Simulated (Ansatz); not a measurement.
# CuO (P-1) in Ansatz: further runs, part 2 of 2

Ansatz 0.2.0. The steps go on from the part before.

### Step 3. Relaxation of cell and atoms, PBE

input.yaml

```yaml
crystal:
  lattice:
    - [2.8795009639, 0.0, 0.0]
    - [0.039072758, 2.8792794796, 0.0]
    - [0.0174953863, 0.0172449008, 5.1763391994]
  atoms:
    - { symbol: Cu, position: [0.0, 0.5, 0.0] }
    - { symbol: Cu, position: [0.5, 0.0, 0.5] }
    - { symbol: O, position: [0.99842397, 0.00167178, 0.7498871] }
    - { symbol: O, position: [0.00157603, 0.99832822, 0.2501129] }
hamiltonian:
  xc: pbe
  pseudopotentials: { kind: paw }
kpoints:
  mp_grid: { grid: [9, 9, 5] }
scf:
  occupations: { method: fermi_dirac, width: 0.05 }
output:
  forces: true
  stress: true
  eigenvalues: true
  write_density: true
  write_potential: true
  elf: true
  volumetric_format: npy
relax:
  f_tol: 0.01
  max_steps: 40
  cell: { stress_tol: 0.05 }
```

Potentials or basis: Ansatz PAW.

The run is started by

```sh
> ansatz run input.yaml --threads 2 --pin off --max-ram 5632MiB --backend cpu --events-out ev --progress --plain --runs-dir out
```

It took 16 s on 2 threads of AMD EPYC 9R45 (Zen 5), shared host; peak memory 0.57 GiB.

It converged, with:

```yaml
Free_energy: -14382.5730 eV
Relaxed_volume: 11.20 Å³/atom
Relaxed_cell: a = 2.950 Å, b = 2.950 Å, c = 5.149 Å, α = 89.96°, β = 89.96°, γ = 89.85°
Space_group_after_relaxing_to_0.05_Å: P4_2/mmc (No. 131)
Energy_gained_by_relaxing: 9.6 meV/atom
Ionic_steps: 8
Pressure_after_relaxing: 0.0 GPa
Band_gap_on_the_k_mesh: none (metal or under the smearing width)
```

The path:
| step | energy change (eV) | largest force (eV/Å) | volume (Å³) |
| --- | --- | --- | --- |
| 1 | 0.0000 | 0.0116 | 42.92 |
| 2 | -0.0246 | 0.0084 | 43.84 |
| 3 | -0.0291 | 0.0045 | 44.63 |
| 4 | -0.0289 | 0.0031 | 44.68 |
| 5 | -0.0381 | 0.0032 | 44.68 |
| 6 | -0.0379 | 0.0004 | 44.79 |
| 7 | -0.0378 | 0.0001 | 44.80 |
| 8 | -0.0384 | 0.0001 | 44.80 |

Final structure:
```
Cu O
1.0
     2.94972   -0.01622   -0.00408
     0.02381    2.94964   -0.00406
     0.01050    0.01037    5.14878
Cu O
2 2
Direct
  0.00000 0.50000 0.00000
  0.50000 0.00000 0.50000
  0.99977 0.00023 0.75000
  0.00023 0.99977 0.25000
```

Levels at points of the mesh, in eV from the Fermi level:
```csv
k point,band 23,band 24,band 25,band 26,band 27,band 28
"(0.00, 0.00, 0.00)",-2.24,-1.86,0.69,0.69,1.37,6.05
```

Caveat: the plane-wave basis is chosen anew once the cell has moved, so the energies of steps on either side of that aren't comparable; the pressure holds a Pulay correction of +0.6 GPa for the finite cutoff; the run has no spin polarisation, though such a crystal can be magnetic; semilocal functionals often make such compounds metallic where correlation or magnetic order opens a gap, which also shifts bond lengths.

### Step 4. Relaxation of cell and atoms, PBEsol

input.yaml, as its differences from that of step 3:

```diff
@@ -11,3 +11,3 @@
 hamiltonian:
-  xc: pbe
+  xc: pbesol
   pseudopotentials: { kind: paw }
@@ -21,6 +21,2 @@
   eigenvalues: true
-  write_density: true
-  write_potential: true
-  elf: true
-  volumetric_format: npy
 relax:
```

The run is started by

```sh
> ansatz run input.yaml --threads 2 --pin off --max-ram 5632MiB --backend cpu --events-out ev --progress --plain --runs-dir out
```

Wall time 16 s (2 threads of AMD EPYC 9R45 (Zen 5), shared host); peak memory 0.56 GiB.

The run converged. Its results:

```
Free energy                            : -14296.5626 eV
Relaxed volume                         : 10.67 Å³/atom
Relaxed cell                           : a = 2.895 Å, b = 2.895 Å, c = 5.090 Å, α = 89.95°, β = 89.96°, γ = 89.85°
Space group after relaxing (to 0.05 Å) : P4_2/mmc (No. 131)
Energy gained by relaxing              : 2.4 meV/atom
Ionic steps                            : 8
Pressure after relaxing                : 0.0 GPa
Band gap on the k mesh                 : none (metal or under the smearing width)
```

The path:
```tsv
step	energy change (eV)	largest force (eV/Å)	volume (Å³)
1	0.0000	0.0129	42.92
2	-0.0075	0.0092	42.82
3	-0.0106	0.0036	42.65
4	-0.0105	0.0025	42.66
5	-0.0105	0.0007	42.67
6	-0.0097	0.0007	42.67
7	-0.0097	0.0001	42.67
8	-0.0097	0.0001	42.67
```

Final structure:
```
Cu O
1.0
     2.89529   -0.01585   -0.00379
     0.02344    2.89522   -0.00375
     0.01069    0.01059    5.08955
Cu O
2 2
Direct
  0.00000 0.50000 0.00000
  0.50000 0.00000 0.50000
  0.99970 0.00030 0.75000
  0.00030 0.99970 0.25000
```

Levels at points of the mesh, in eV from the Fermi level:
```csv
k point,band 21,band 22,band 23,band 24,band 25,band 26,band 27,band 28,band 29,band 30
"(0.00, 0.00, 0.00)",-2.48,-2.46,-2.36,-1.97,0.72,0.73,1.44,5.98,7.40,13.23
```

Caveat: the plane-wave basis is chosen anew once the cell has moved, so the energies of steps on either side of that aren't comparable; the pressure holds a Pulay correction of +0.7 GPa for the finite cutoff; the run has no spin polarisation, though such a crystal can be magnetic; semilocal functionals often make such compounds metallic where correlation or magnetic order opens a gap, which also shifts bond lengths; the PAW data sets come from PBE, with cores solved anew for the run's functional, which leaves a small shift of forces and pressure. With open d or f shells a metallic result of PBEsol can be an artefact of self-interaction; +U or a hybrid may open a gap.

### Step 5. Relaxation of cell and atoms, RPBE

input.yaml, as its differences from that of step 4:

```diff
@@ -11,3 +11,3 @@
 hamiltonian:
-  xc: pbesol
+  xc: rpbe
   pseudopotentials: { kind: paw }
```

The run is started by

```sh
> ansatz run input.yaml --threads 2 --pin off --max-ram 5632MiB --backend cpu --events-out ev --progress --plain --runs-dir out
```

Run time: 18 s. Hardware: 2 threads of AMD EPYC 9R45 (Zen 5), shared host; peak memory 0.57 GiB.

The run converged. Its results:

```yaml
Free_energy: -14396.4642 eV
Relaxed_volume: 11.61 Å³/atom
Relaxed_cell: a = 2.991 Å, b = 2.990 Å, c = 5.193 Å, α = 89.98°, β = 89.98°, γ = 89.87°
Space_group_after_relaxing_to_0.05_Å: P4_2/mmc (No. 131)
Energy_gained_by_relaxing: 29.2 meV/atom
Ionic_steps: 9
Pressure_after_relaxing: 0.0 GPa
Band_gap_on_the_k_mesh: none (metal or under the smearing width)
```

Step by step:
| step | energy change (eV) | largest force (eV/Å) | volume (Å³) |
| --- | --- | --- | --- |
| 1 | 0.0000 | 0.0110 | 42.92 |
| 2 | -0.0772 | 0.0078 | 44.54 |
| 3 | -0.0985 | 0.0044 | 46.04 |
| 4 | -0.0983 | 0.0018 | 46.19 |
| 5 | -0.0983 | 0.0015 | 46.19 |
| 6 | -0.1160 | 0.0015 | 46.19 |
| 7 | -0.1158 | 0.0009 | 46.41 |
| 8 | -0.1157 | 0.0002 | 46.44 |
| 9 | -0.1166 | 0.0002 | 46.44 |

Final structure:
```yaml
crystal:
  lattice:
    - [2.99048, -0.01698, -0.00452]
    - [0.02360, 2.99038, -0.00451]
    - [0.00995, 0.00982, 5.19249]
  atoms:
    - { symbol: Cu, position: [0.00000, 0.50000, 0.00000] }
    - { symbol: Cu, position: [0.50000, 0.00000, 0.50000] }
    - { symbol: O, position: [0.99988, 0.00012, 0.75000] }
    - { symbol: O, position: [0.00012, 0.99988, 0.25000] }
```

Levels at points of the mesh, in eV from the Fermi level:
| k point | band 21 | band 22 | band 23 | band 24 | band 25 | band 26 | band 27 | band 28 | band 29 | band 30 |
| --- | --- | --- | --- | --- | --- | --- | --- | --- | --- | --- |
| (0.00, 0.00, 0.00) | -2.24 | -2.23 | -2.14 | -1.77 | 0.67 | 0.67 | 1.33 | 6.09 | 7.16 | 13.04 |

Caveat: the plane-wave basis is chosen anew once the cell has moved, so the energies of steps on either side of that aren't comparable; the pressure holds a Pulay correction of +0.6 GPa for the finite cutoff; the run has no spin polarisation, though such a crystal can be magnetic; semilocal functionals often make such compounds metallic where correlation or magnetic order opens a gap, which also shifts bond lengths; the PAW data sets come from PBE, with cores solved anew for the run's functional, which leaves a small shift of forces and pressure. With open d or f shells a metallic result of RPBE can be an artefact of self-interaction; +U or a hybrid may open a gap.

### Step 6. Relaxation of cell and atoms, revPBE

input.yaml, as its differences from that of step 5:

```diff
@@ -11,3 +11,3 @@
 hamiltonian:
-  xc: rpbe
+  xc: revpbe
   pseudopotentials: { kind: paw }
```

Potentials or basis: Ansatz PAW.

The run is started by

```sh
> ansatz run input.yaml --threads 2 --pin off --max-ram 5632MiB --backend cpu --events-out ev --progress --plain --runs-dir out
```

It took 19 s on 2 threads of AMD EPYC 9R45 (Zen 5), shared host; peak memory 0.57 GiB.

It converged, with:

* Free energy: -14392.4941 eV
* Relaxed volume: 11.49 Å³/atom
* Relaxed cell: a = 2.979 Å, b = 2.979 Å, c = 5.180 Å, α = 89.97°, β = 89.97°, γ = 89.87°
* Space group after relaxing (to 0.05 Å): P4_2/mmc (No. 131)
* Energy gained by relaxing: 22.6 meV/atom
* Ionic steps: 9
* Pressure after relaxing: 0.0 GPa
* Band gap on the k mesh: none (metal or under the smearing width)

Step by step:
```tsv
step	energy change (eV)	largest force (eV/Å)	volume (Å³)
1	0.0000	0.0111	42.92
2	-0.0596	0.0080	44.34
3	-0.0749	0.0044	45.65
4	-0.0747	0.0031	45.76
5	-0.0747	0.0024	45.77
6	-0.0899	0.0024	45.77
7	-0.0897	0.0005	45.95
8	-0.0896	0.0001	45.97
9	-0.0904	0.0001	45.97
```

Final structure:
```xyz
4
Lattice="2.9790 -0.0168 -0.0044 0.0236 2.9791 -0.0043 0.0102 0.0101 5.1799" Properties=species:S:1:pos:R:3 pbc="T T T"
Cu    0.0118    1.4895   -0.0022
Cu    1.4946   -0.0034    2.5878
O     2.9862   -0.0088    3.8806
O     0.0266    2.9811    1.2906
```

Levels at points of the mesh, in eV from the Fermi level:
```
           k point  band 23  band 24  band 25  band 26  band 27  band 28
(0.00, 0.00, 0.00)    -2.17    -1.79     0.67     0.68     1.34     6.08
```

Caveat: the plane-wave basis is chosen anew once the cell has moved, so the energies of steps on either side of that aren't comparable; the pressure holds a Pulay correction of +0.6 GPa for the finite cutoff; the run has no spin polarisation, though such a crystal can be magnetic; semilocal functionals often make such compounds metallic where correlation or magnetic order opens a gap, which also shifts bond lengths; the PAW data sets come from PBE, with cores solved anew for the run's functional, which leaves a small shift of forces and pressure.

### Step 7. Summary

| level | gap on the mesh (eV) | pressure (GPa) | relaxed volume (Å³/atom) |
| --- | --- | --- | --- |
| LDA | none | 0.0 | 10.27 |
| PBE | none | 0.0 | 11.20 |
| PBEsol | none | 0.0 | 10.67 |
| RPBE | none | 0.0 | 11.61 |
| revPBE | none | 0.0 | 11.49 |

Alike in all rows: task relaxation of cell and atoms; potentials or basis Ansatz PAW; no spin polarisation; cell relaxed; k mesh 9 × 9 × 5; cutoff (eV) 420; smearing fermi-dirac 0.05 eV.

Caveats: the plane-wave basis is chosen anew once the cell has moved, so the energies of steps on either side of that aren't comparable; the run has no spin polarisation, though such a crystal can be magnetic; semilocal functionals often make such compounds metallic where correlation or magnetic order opens a gap, which also shifts bond lengths; the PAW data sets come from PBE, with cores solved anew for the run's functional, which leaves a small shift of forces and pressure (some runs).

Total energies depend on the potentials used, so only differences within one code and one set of settings carry meaning.
